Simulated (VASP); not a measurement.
Input of a VASP 6.6.1 run:

POSCAR

```
BaO
1.0
    0.0000000000      2.7600000000      2.7600000000
    2.7600000000      0.0000000000      2.7600000000
    2.7600000000      2.7600000000      0.0000000000
Ba O
1 1
Direct
    0.0000000000      0.0000000000      0.0000000000
    0.5000000000      0.5000000000      0.5000000000
```

INCAR.step1

```
SYSTEM = BaO
PREC = Accurate
ENCUT = 520
EDIFF = 1E-6
ISMEAR = 0
SIGMA = 0.02
LREAL = .FALSE.
LASPH = .TRUE.
NELM = 100
ALGO = Normal
ISIF = 2
LWAVE = .FALSE.
LCHARG = .TRUE.
GGA = PE
NBANDS = 15
```

The input KPOINTS.step1:

```
regular mesh
0
G
  8 8 8
  0 0 0
```

File INCAR.step2:

```
SYSTEM = BaO
PREC = Accurate
ENCUT = 520
EDIFF = 1E-6
ISMEAR = 0
SIGMA = 0.05
LREAL = .FALSE.
LASPH = .TRUE.
NELM = 100
ALGO = Normal
ISIF = 2
LWAVE = .FALSE.
LCHARG = .FALSE.
GGA = PE
NBANDS = 15
ICHARG = 11
```

The input KPOINTS.step2:

```
path GXWKGLUWLK,UX
15
line-mode
reciprocal
 0.0000000000  0.0000000000  0.0000000000  G
 0.5000000000  0.0000000000  0.5000000000  X

 0.5000000000  0.0000000000  0.5000000000  X
 0.5000000000  0.2500000000  0.7500000000  W

 0.5000000000  0.2500000000  0.7500000000  W
 0.3750000000  0.3750000000  0.7500000000  K

 0.3750000000  0.3750000000  0.7500000000  K
 0.0000000000  0.0000000000  0.0000000000  G

 0.0000000000  0.0000000000  0.0000000000  G
 0.5000000000  0.5000000000  0.5000000000  L

 0.5000000000  0.5000000000  0.5000000000  L
 0.6250000000  0.2500000000  0.6250000000  U

 0.6250000000  0.2500000000  0.6250000000  U
 0.5000000000  0.2500000000  0.7500000000  W

 0.5000000000  0.2500000000  0.7500000000  W
 0.5000000000  0.5000000000  0.5000000000  L

 0.5000000000  0.5000000000  0.5000000000  L
 0.3750000000  0.3750000000  0.7500000000  K

 0.6250000000  0.2500000000  0.6250000000  U
 0.5000000000  0.0000000000  0.5000000000  X
```

Potentials or basis: VASP PAW PBE potentials, release 64 (Ba_sv, O).

Command:

```bash
$ cat potpaw_PBE.64/Ba_sv/POTCAR potpaw_PBE.64/O/POTCAR > POTCAR
$ cp INCAR.step1 INCAR
$ cp KPOINTS.step1 KPOINTS
$ mpirun -np 1 vasp_std > vasp.out
$ cp INCAR.step2 INCAR
$ cp KPOINTS.step2 KPOINTS
$ mpirun -np 1 vasp_std > vasp.out
```

Q: Predict the band gap on the k mesh.

A: 1.94 eV, direct.

Q: What does it give for the band gap along the path?

A: 1.94 eV, direct.

Levels at the corners of the path, in eV from the valence-band top:
| point | band 4 | band 5 | band 6 | band 7 | band 8 | band 9 | band 10 | band 11 | band 12 | band 13 |
| --- | --- | --- | --- | --- | --- | --- | --- | --- | --- | --- |
| Γ | -10.41 | -10.41 | -0.37 | -0.37 | -0.37 | 3.59 | 4.67 | 4.67 | 4.67 | 6.97 |
| X | -11.01 | -11.01 | -0.17 | -0.17 | 0.00 | 1.94 | 6.01 | 8.93 | 9.46 | 9.79 |
| X | -11.01 | -11.01 | -0.17 | -0.17 | 0.00 | 1.94 | 6.01 | 8.93 | 9.46 | 9.79 |
| W | -11.50 | -10.48 | -1.37 | -0.21 | -0.21 | 4.60 | 4.60 | 6.88 | 9.81 | 9.83 |
| W | -11.50 | -10.48 | -1.37 | -0.21 | -0.21 | 4.60 | 4.60 | 6.88 | 9.81 | 9.83 |
| K | -10.88 | -10.84 | -0.96 | -0.77 | -0.15 | 3.40 | 6.58 | 7.04 | 8.65 | 9.56 |
| K | -10.88 | -10.84 | -0.96 | -0.77 | -0.15 | 3.40 | 6.58 | 7.04 | 8.65 | 9.56 |
| Γ | -10.41 | -10.41 | -0.37 | -0.37 | -0.37 | 3.59 | 4.67 | 4.67 | 4.67 | 6.97 |
| Γ | -10.41 | -10.41 | -0.37 | -0.37 | -0.37 | 3.59 | 4.67 | 4.67 | 4.67 | 6.97 |
| L | -10.53 | -10.53 | -2.04 | -1.53 | -1.53 | 4.94 | 7.18 | 7.18 | 8.24 | 10.57 |
| L | -10.53 | -10.53 | -2.04 | -1.53 | -1.53 | 4.94 | 7.18 | 7.18 | 8.24 | 10.57 |
| U | -10.88 | -10.84 | -0.96 | -0.77 | -0.15 | 3.40 | 6.58 | 7.04 | 8.65 | 9.56 |
| U | -10.88 | -10.84 | -0.96 | -0.77 | -0.15 | 3.40 | 6.58 | 7.04 | 8.65 | 9.56 |
| W | -11.50 | -10.48 | -1.37 | -0.21 | -0.21 | 4.60 | 4.60 | 6.88 | 9.81 | 9.83 |
| W | -11.50 | -10.48 | -1.37 | -0.21 | -0.21 | 4.60 | 4.60 | 6.88 | 9.81 | 9.83 |
| L | -10.53 | -10.53 | -2.04 | -1.53 | -1.53 | 4.94 | 7.18 | 7.18 | 8.24 | 10.57 |
| L | -10.53 | -10.53 | -2.04 | -1.53 | -1.53 | 4.94 | 7.18 | 7.18 | 8.24 | 10.57 |
| K | -10.88 | -10.84 | -0.96 | -0.77 | -0.15 | 3.40 | 6.58 | 7.04 | 8.65 | 9.56 |
| U | -10.88 | -10.84 | -0.96 | -0.77 | -0.15 | 3.40 | 6.58 | 7.04 | 8.65 | 9.56 |
| X | -11.01 | -11.01 | -0.17 | -0.17 | 0.00 | 1.94 | 6.01 | 8.93 | 9.46 | 9.79 |

Caveat: the log is that of the step along the path at fixed density, whose energy, stress, charges and moments have no meaning; spin-orbit coupling is left out, which moves the levels of the heavy elements. PBE gaps usually lie below the measured ones, often by a third to a half.
